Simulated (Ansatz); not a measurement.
# Rh (Fm-3m) in Ansatz: a series of runs, part 3 of 4

Ansatz 0.2.0.

**4. Ladder of functionals, PBEsol+D3(BJ)**

Input file run.py:

```python
import json

import ase.io
import numpy as np
import spglib

import ansatz as az

atoms = ase.io.read("Rh.cif")
cell, frac, numbers = spglib.find_primitive((atoms.cell[:], atoms.get_scaled_positions(), atoms.numbers), symprec=1e-5)
atoms = ase.Atoms(numbers, cell=cell, scaled_positions=frac, pbc=True)

calculation = (
    az.Crystal.from_ase(atoms)
    .calculation()
    .accuracy("medium")
    .kpoints(12, 12, 12)
    .functional("pbesol", dispersion="d3bj")
    .pseudopotentials(kind="paw", source="jth", xc_functional="pbe")
    .scf(extra_bands=1)
    .occupations(method="methfessel_paxton", width=0.15)
    .density()
    .potential()
    .output_files(volumetric_format="npy")
    .electron_localization_function()
    .xc_energy_on_converged_density(("lda", "pbe", "rpbe", "revpbe", "blyp", "r2scan"))
    .forces()
    .stress()
    .band_table(publish=True)
)
outcome = calculation.run(threads=2, events_out="events.jsonl")

report = outcome.report
for line in open("events.jsonl"):
    event = json.loads(line)
    if event["event"] == "scf_iter":
        d = event["data"]
        print(f"SCF {d['iter']:3d}  HF = {d['harris_foulkes_ev']:.6f} eV  dr2 = {d['dr2_ev']:.2e} eV")
    elif event["event"] in ("relax_step", "md_step"):
        d = event["data"]
        print(f"{event['event']} {d['step']:3d}  E = {d['lagrangian_ev']:.6f} eV")
np.set_printoptions(precision=5, suppress=True, linewidth=110)
print("converged:", report["converged"], "after", report["n_iterations"], "iterations")
print(f"free energy {report['free_energy_ev']:.6f} eV, Fermi level {report['fermi_energy_ev']:.4f} eV")
for key in ("band_edges_ev", "magnetization_mub", "site_moments_mub", "site_moments_nc_mub", "forces_ev_ang",
                "stress_gpa", "kpoints_frac", "eigenvalues_ev"):
    if report.get(key) is not None:
        print(key, np.array(report[key]), sep="\n")
```

Input file Rh.cif:

```cif
data_Rh
_cell_length_a 3.79570000
_cell_length_b 3.79570000
_cell_length_c 3.79570000
_cell_angle_alpha 90.00000000
_cell_angle_beta 90.00000000
_cell_angle_gamma 90.00000000
_space_group_name_H-M_alt 'Fm-3m'
_space_group_name_Hall '-F 4 2 3'
_space_group_IT_number 225
loop_
_space_group_symop_operation_xyz
'x,y,z'
'-x,-y,-z'
'-y,x,z'
'y,-x,-z'
'-x,-y,z'
'x,y,-z'
'y,-x,z'
'-y,x,-z'
'x,-y,-z'
'-x,y,z'
'-y,-x,-z'
'y,x,z'
'-x,y,-z'
'x,-y,z'
'y,x,-z'
'-y,-x,z'
'z,x,y'
'-z,-x,-y'
'z,-y,x'
'-z,y,-x'
'z,-x,-y'
'-z,x,y'
'z,y,-x'
'-z,-y,x'
'-z,x,-y'
'z,-x,y'
'-z,-y,-x'
'z,y,x'
'-z,-x,y'
'z,x,-y'
'-z,y,x'
'z,-y,-x'
'y,z,x'
'-y,-z,-x'
'x,z,-y'
'-x,-z,y'
'-y,z,-x'
'y,-z,x'
'-x,z,y'
'x,-z,-y'
'-y,-z,x'
'y,z,-x'
'-x,-z,-y'
'x,z,y'
'y,-z,-x'
'-y,z,x'
'x,-z,y'
'-x,z,-y'
'x,y+1/2,z+1/2'
'-x,-y+1/2,-z+1/2'
'-y,x+1/2,z+1/2'
[... 62 lines left out ...]
'-z+1/2,-x,-y+1/2'
'z+1/2,-y,x+1/2'
'-z+1/2,y,-x+1/2'
'z+1/2,-x,-y+1/2'
'-z+1/2,x,y+1/2'
'z+1/2,y,-x+1/2'
'-z+1/2,-y,x+1/2'
'-z+1/2,x,-y+1/2'
'z+1/2,-x,y+1/2'
'-z+1/2,-y,-x+1/2'
'z+1/2,y,x+1/2'
'-z+1/2,-x,y+1/2'
'z+1/2,x,-y+1/2'
'-z+1/2,y,x+1/2'
'z+1/2,-y,-x+1/2'
'y+1/2,z,x+1/2'
'-y+1/2,-z,-x+1/2'
'x+1/2,z,-y+1/2'
'-x+1/2,-z,y+1/2'
'-y+1/2,z,-x+1/2'
'y+1/2,-z,x+1/2'
'-x+1/2,z,y+1/2'
'x+1/2,-z,-y+1/2'
'-y+1/2,-z,x+1/2'
'y+1/2,z,-x+1/2'
'-x+1/2,-z,-y+1/2'
'x+1/2,z,y+1/2'
'y+1/2,-z,-x+1/2'
'-y+1/2,z,x+1/2'
'x+1/2,-z,y+1/2'
'-x+1/2,z,-y+1/2'
'x+1/2,y+1/2,z'
'-x+1/2,-y+1/2,-z'
'-y+1/2,x+1/2,z'
'y+1/2,-x+1/2,-z'
'-x+1/2,-y+1/2,z'
'x+1/2,y+1/2,-z'
'y+1/2,-x+1/2,z'
'-y+1/2,x+1/2,-z'
'x+1/2,-y+1/2,-z'
'-x+1/2,y+1/2,z'
'-y+1/2,-x+1/2,-z'
'y+1/2,x+1/2,z'
'-x+1/2,y+1/2,-z'
'x+1/2,-y+1/2,z'
'y+1/2,x+1/2,-z'
'-y+1/2,-x+1/2,z'
'z+1/2,x+1/2,y'
'-z+1/2,-x+1/2,-y'
'z+1/2,-y+1/2,x'
'-z+1/2,y+1/2,-x'
'z+1/2,-x+1/2,-y'
'-z+1/2,x+1/2,y'
'z+1/2,y+1/2,-x'
'-z+1/2,-y+1/2,x'
'-z+1/2,x+1/2,-y'
'z+1/2,-x+1/2,y'
'-z+1/2,-y+1/2,-x'
'z+1/2,y+1/2,x'
'-z+1/2,-x+1/2,y'
'z+1/2,x+1/2,-y'
'-z+1/2,y+1/2,x'
'z+1/2,-y+1/2,-x'
'y+1/2,z+1/2,x'
'-y+1/2,-z+1/2,-x'
'x+1/2,z+1/2,-y'
'-x+1/2,-z+1/2,y'
'-y+1/2,z+1/2,-x'
'y+1/2,-z+1/2,x'
'-x+1/2,z+1/2,y'
'x+1/2,-z+1/2,-y'
'-y+1/2,-z+1/2,x'
'y+1/2,z+1/2,-x'
'-x+1/2,-z+1/2,-y'
'x+1/2,z+1/2,y'
'y+1/2,-z+1/2,-x'
'-y+1/2,z+1/2,x'
'x+1/2,-z+1/2,y'
'-x+1/2,z+1/2,-y'
loop_
_atom_site_label
_atom_site_type_symbol
_atom_site_symmetry_multiplicity
_atom_site_Wyckoff_symbol
_atom_site_fract_x
_atom_site_fract_y
_atom_site_fract_z
_atom_site_occupancy
Rh1 Rh 4 a 0.0000000000 0.0000000000 0.0000000000 1
```

Potentials or basis: JTH PAW.

Command:

```
> python run.py
```

The program printed:

```text
DeckWarning: basis.ecutwfc = 2100 eV, auto-derived from the records' recommended cutoffs: set by Rh (normal level)
DeckWarning: pseudopotentials/Rh.paw.azcp: the checks of this Rh dataset prove no rule for summing its radial tables, as where they were carried onto another mesh than they were made on, and Gregory's rule is taken, under which a leading mesh point left out moves its sums only by what lay on the interval it spanned. That does not make them correct, and they differ from Quantum ESPRESSO's on this file; a re-export a fr [...]
PlacementWarning: RAYON_NUM_THREADS=2 ignored (pool sized by the plan → 2); use plan(threads=…)
SCF   1  HF = -6334.250812 eV  dr2 = 1.93e+00 eV
SCF   2  HF = -6333.701749 eV  dr2 = 1.04e-01 eV
SCF   3  HF = -6333.645121 eV  dr2 = 8.76e-03 eV
SCF   4  HF = -6333.639682 eV  dr2 = 3.64e-05 eV
SCF   5  HF = -6333.639656 eV  dr2 = 2.15e-06 eV
SCF   6  HF = -6333.639655 eV  dr2 = 2.67e-08 eV
converged: True after 6 iterations
free energy -6333.639655 eV, Fermi level 22.8987 eV
magnetization_mub
0.0
forces_ev_ang
[[ 0.  0. -0.]]
stress_gpa
[[-11.27347  -0.        0.     ]
 [  0.      -11.27347  -0.     ]
 [  0.        0.      -11.27347]]
kpoints_frac
[[ 0.       0.       0.     ]
 [ 0.       0.       0.08333]
 [ 0.       0.       0.16667]
 [ 0.       0.       0.25   ]
 [ 0.       0.       0.33333]
 [ 0.       0.       0.41667]
 [ 0.       0.      -0.5    ]
 [ 0.       0.08333  0.08333]
 [ 0.       0.08333  0.16667]
 [ 0.       0.08333  0.25   ]
 [ 0.       0.08333  0.33333]
 [ 0.       0.08333  0.41667]
 [ 0.       0.08333 -0.5    ]
 [ 0.       0.08333 -0.41667]
 [ 0.       0.08333 -0.33333]
 [ 0.       0.08333 -0.25   ]
 [ 0.       0.08333 -0.16667]
 [ 0.       0.08333 -0.08333]
 [ 0.       0.16667  0.16667]
 [ 0.       0.16667  0.25   ]
 [ 0.       0.16667  0.33333]
 [ 0.       0.16667  0.41667]
 [ 0.       0.16667 -0.5    ]
[... 30 lines left out ...]
 [ 0.08333  0.25    -0.25   ]
 [ 0.08333  0.25    -0.16667]
 [ 0.08333  0.33333  0.41667]
 [ 0.08333  0.33333 -0.5    ]
 [ 0.08333  0.33333 -0.41667]
 [ 0.08333  0.33333 -0.33333]
 [ 0.08333  0.33333 -0.25   ]
 [ 0.08333  0.41667 -0.5    ]
 [ 0.08333  0.41667 -0.41667]
 [ 0.08333  0.41667 -0.33333]
 [ 0.08333 -0.5     -0.41667]
 [ 0.16667  0.33333 -0.5    ]
 [ 0.16667  0.33333 -0.41667]
 [ 0.16667  0.33333 -0.33333]
 [ 0.16667  0.41667 -0.41667]
 [ 0.16667  0.41667 -0.33333]
 [ 0.16667  0.41667 -0.25   ]
 [ 0.16667 -0.5     -0.33333]
 [ 0.25    -0.5     -0.25   ]]
eigenvalues_ev
[[-56.00316 -23.48536 -23.48536 -23.48536  14.76323  19.73154  19.73154  19.73154  21.86204  21.86204]
 [-55.99544 -23.53721 -23.49237 -23.49237  15.04103  19.61036  19.83853  19.83853  21.80389  21.80389]
 [-55.97428 -23.67765 -23.51147 -23.51147  15.78079  19.39251  20.05582  20.05582  21.75349  21.75349]
 [-55.94526 -23.86674 -23.53745 -23.53745  16.56867  19.58211  20.0995   20.0995   22.02154  22.02154]
 [-55.91611 -24.0528  -23.56332 -23.56332  16.80145  19.92079  19.92079  20.78593  22.62182  22.62182]
 [-55.89469 -24.18717 -23.58218 -23.58218  16.70564  19.73216  19.73216  22.52196  23.20308  23.20308]
 [-55.88683 -24.23598 -23.58907 -23.58907  16.6437   19.65807  19.65807  23.44215  23.44215  23.47604]
 [-55.99286 -23.53574 -23.50403 -23.50403  15.13403  19.48434  19.92407  19.92407  21.59994  21.95605]
 [-55.97619 -23.64014 -23.52714 -23.51729  15.72889  19.2175   20.14892  20.1633   21.38757  22.0379 ]
 [-55.94979 -23.8095  -23.55542 -23.53954  16.56544  19.11179  20.16019  20.30567  21.6319   22.28109]
 [-55.92069 -23.99217 -23.58126 -23.56954  16.99458  19.7639   19.87156  20.1996   22.53522  22.79268]
 [-55.89668 -24.1397  -23.59919 -23.5978   16.93973  19.59697  19.99698  20.99221  23.29555  23.83367]
 [-55.88429 -24.21459 -23.62039 -23.60069  16.8502   19.47285  19.85694  21.85304  23.45735  25.04664]
 [-55.8869  -24.1984  -23.62731 -23.5892   16.88027  19.52691  19.85369  21.78391  23.13713  24.89086]
 [-55.90381 -24.09543 -23.61781 -23.56633  17.00219  19.72309  19.99687  20.74486  22.46386  23.87365]
 [-55.93039 -23.93208 -23.59384 -23.53813  16.95495  19.49155  20.04559  20.21667  21.73485  22.9342 ]
 [-55.95946 -23.75177 -23.56056 -23.51213  16.30038  19.16503  20.16957  20.252    21.37389  22.25145]
 [-55.98323 -23.6065  -23.52345 -23.49534  15.48059  19.39279  19.99189  20.04313  21.54298  21.94256]
 [-55.96469 -23.671   -23.55486 -23.55486  16.12376  18.8608   20.48734  20.48734  21.00931  22.21951]
 [-55.9428  -23.79258 -23.58711 -23.58236  16.8171   18.54709  20.35751  20.78857  21.42268  22.45525]
 [-55.91633 -23.94603 -23.61751 -23.61522  17.34962  18.64231  19.91134  20.80529  22.69285  22.91796]
 [-55.89234 -24.08042 -23.66067 -23.63175  17.36199  19.10247  19.8629   20.6222   23.38393  24.45474]
[... 31 lines left out ...]
 [-55.88455 -24.05116 -23.77814 -23.60816  18.07959  19.03284  19.2132   21.05893  22.23501  25.92951]
 [-55.90659 -23.96938 -23.71389 -23.57578  18.01426  18.57343  19.50034  21.28373  21.41305  24.37369]
 [-55.8848  -24.03323 -23.7194  -23.67911  17.38207  17.63186  20.78351  22.43434  22.63373  24.29554]
 [-55.86794 -24.08408 -23.78292 -23.70056  17.4052   17.80628  20.48957  22.18937  23.26949  26.35852]
 [-55.85816 -24.08779 -23.8578  -23.70189  17.54152  18.20655  20.14712  21.78261  23.42389  28.8602 ]
 [-55.8581  -24.04826 -23.92083 -23.68063  17.88568  18.58635  19.68586  21.4863   23.0723   29.65879]
 [-55.86777 -24.03632 -23.89136 -23.64532  18.38086  18.85457  19.02518  21.38292  22.49546  27.76027]
 [-55.85835 -24.12952 -23.77128 -23.73988  16.91821  17.21983  21.85862  23.05815  23.42718  26.32558]
 [-55.85118 -24.11924 -23.83731 -23.7433   17.07361  17.506    21.26479  22.56904  23.67208  28.62144]
 [-55.85109 -24.06016 -23.92364 -23.7199   17.41238  18.08192  20.41552  22.03615  23.43238  30.89248]
 [-55.84866 -24.16361 -23.7902  -23.76262  16.71364  17.07511  22.43559  23.04756  23.86152  27.63742]
 [-55.87756 -24.04565 -23.79247 -23.65465  18.12682  18.19631  19.4196   21.97742  22.42887  26.0969 ]
 [-55.86332 -24.06498 -23.85823 -23.68448  18.11925  18.44777  19.33063  21.63831  23.0555   28.1264 ]
 [-55.8581  -24.06951 -23.88288 -23.69736  18.19256  18.35385  19.50288  21.41355  23.3011   29.95574]
 [-55.85632 -24.07956 -23.8496  -23.73248  17.57658  17.91082  20.14481  22.24859  23.41948  28.41044]
 [-55.85108 -24.03773 -23.92317 -23.74416  17.73337  18.37894  19.65776  21.78428  23.64556  30.7621 ]
 [-55.85365 -24.00685 -23.9555  -23.72309  17.98087  18.8694   19.01061  21.63919  23.41315  30.19488]
 [-55.84854 -24.086   -23.87044 -23.76657  17.34668  17.8067   20.56858  22.17654  23.86323  30.06628]
 [-55.84849 -23.97887 -23.97887 -23.76854  17.7654   18.98956  18.98956  21.63493  23.86408  32.43837]]
```

It took 4 s on 2 threads of Arm Neoverse V2, shared host; peak memory 0.6 GiB.

What came out:

```yaml
Free_energy: -6333.6397 eV
Pressure: -11.3 GPa
Band_gap_on_the_k_mesh: none (metal or under the smearing width)
```

Caveat: pairwise dispersion overbinds metals, which lowers pressure and volume.

**5. Single point, RPBE, collinear spin, program default start, 13.67 Å³/atom**

Input file input.yaml:

```yaml
crystal:
  lattice:
    - [0.0, 1.89785, 1.89785]
    - [1.89785, 0.0, 1.89785]
    - [1.89785, 1.89785, 0.0]
  atoms:
    - { symbol: Rh, position: [0.0, 0.0, 0.0] }
hamiltonian:
  xc: rpbe
  pseudopotentials: { kind: paw }
magnetization:
  spin_polarized: true
kpoints:
  mp_grid: { grid: [12, 12, 12] }
scf:
  occupations: { method: methfessel_paxton, width: 0.025 }
output:
  forces: true
  stress: true
  eigenvalues: true
  write_density: true
  write_potential: true
  elf: true
  volumetric_format: npy
```

Potentials or basis: Ansatz PAW.

Command:

```
> ansatz run input.yaml --threads 2 --pin off --max-ram 5120MiB --backend cpu --events-out ev --progress --plain --runs-dir out
```

It took 1.2 s on 2 threads of Arm Neoverse V2, shared host; peak memory 0.26 GiB.

It converged, with:

```
Free energy            : -6410.3522 eV
Pressure               : 12.0 GPa
Band gap on the k mesh : none (metal or under the smearing width)
Net moment             : 0.00 μB per cell
Absolute moment        : 0.00 μB per cell
```

Caveat: the PAW data sets come from PBE, with cores solved anew for the run's functional, which leaves a small shift of forces and pressure.

(Continued in part 4 of 4.)
